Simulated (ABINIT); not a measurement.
The system is P.

```
P
1.0
    -1.69151    2.51517    1.85894
     1.69151   -2.51517    1.85894
     1.69151    2.51517   -1.85894
P
2
Direct
  0.69669 0.94669 0.75000
  0.30331 0.05331 0.25000
```

This isn't the form of P at room conditions, which is orthorhombic.

```yaml
Program: ABINIT 10.8.3 (patched build)
Task: single point
Functional: PBE
Potentials_or_basis: JTH PAW PBE v2.0
Cutoff: 544 eV
k_mesh: 11 × 11 × 11
Occupations: fermi-dirac, width 0.05 eV
Spin: no spin polarisation
```

On this cell: pressure 2.6 GPa; largest force 0.367 eV/Å; band gap on the k mesh none (metal or under the smearing width).

The same run follows on a disturbed copy (atoms moved at random, drawn with an rms of 0.05 Å):

```
P
1.0
    -1.69151    2.51517    1.85894
     1.69151   -2.51517    1.85894
     1.69151    2.51517   -1.85894
P
2
Direct
  0.69922 0.96152 0.77182
  0.30243 0.04905 0.24301
```

Task: What changes?

Result: The energy (extrapolated to zero smearing) moves by +15.6 meV/atom; pressure 3.4 GPa; largest force 0.900 eV/Å; band gap on the k mesh none (metal or under the smearing width).

Forces on the atoms (eV/Å):
```
P   -0.674 -0.044  0.595
P    0.674  0.044 -0.595
```

Stress tensor (GPa, compression positive):
```
 4.64 -0.02 -3.22
-0.02  1.68 -0.65
-3.22 -0.65  4.02
```
